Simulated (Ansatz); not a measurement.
Li$_{3}$N (Li3N type, space group P6/mmm)

```
CELL_PARAMETERS angstrom
      3.63435     0.00000     0.00000
     -1.81718     3.14744     0.00000
      0.00000     0.00000     3.86452
ATOMIC_POSITIONS crystal
  Li 0.00000 0.00000 0.50000
  Li 0.33333 0.66667 0.00000
  Li 0.66667 0.33333 0.00000
  N  0.00000 0.00000 0.00000
```

In this cell atom 3 (Li, nearest neighbour N at 2.098 Å; its periodic images, 3.6 Å or more away, move with it) is moved by u·(1.000, 0.000, 0.000) + v·(0.000, 0.000, 1.000); the rest is frozen.

The numbers are results of PBE (plane waves to 420 eV, PAW, scalar-relativistic; Ansatz, an electronic-structure program), not measurements. k mesh 8×8×7 (Γ-centred), Fermi-Dirac smearing 0.05 eV. The energy includes the smearing's −TS. Points where atoms come too close for the PAW data are left out (x in tables, blank in figures). Li3N was relaxed with its symmetry unable to fall. The zero of ΔE is the undisplaced structure. Axes are in Å.

What ΔE (eV/cell) does the calculation give at all points of the grid u = -0.310, -0.155, 0.000, 0.155, 0.310 by v = -0.310, -0.155, 0.000, 0.155, 0.310?

ΔE (eV/cell), with u across and v down:

```
v \ u   -0.310  -0.155   0.000   0.155  0.310
------  ------  ------  ------  ------  -----
-0.310       x  0.1527  0.0841  0.1527      x
-0.155       x  0.0931  0.0210  0.0931      x
0.000        x  0.0734  0.0000  0.0734      x
0.155        x  0.0931  0.0210  0.0931      x
0.310        x  0.1527  0.0841  0.1527      x
```

(For displaced atoms, the force is minus the slope of the energy, and its curvature is a force constant, which sets phonon frequencies.)
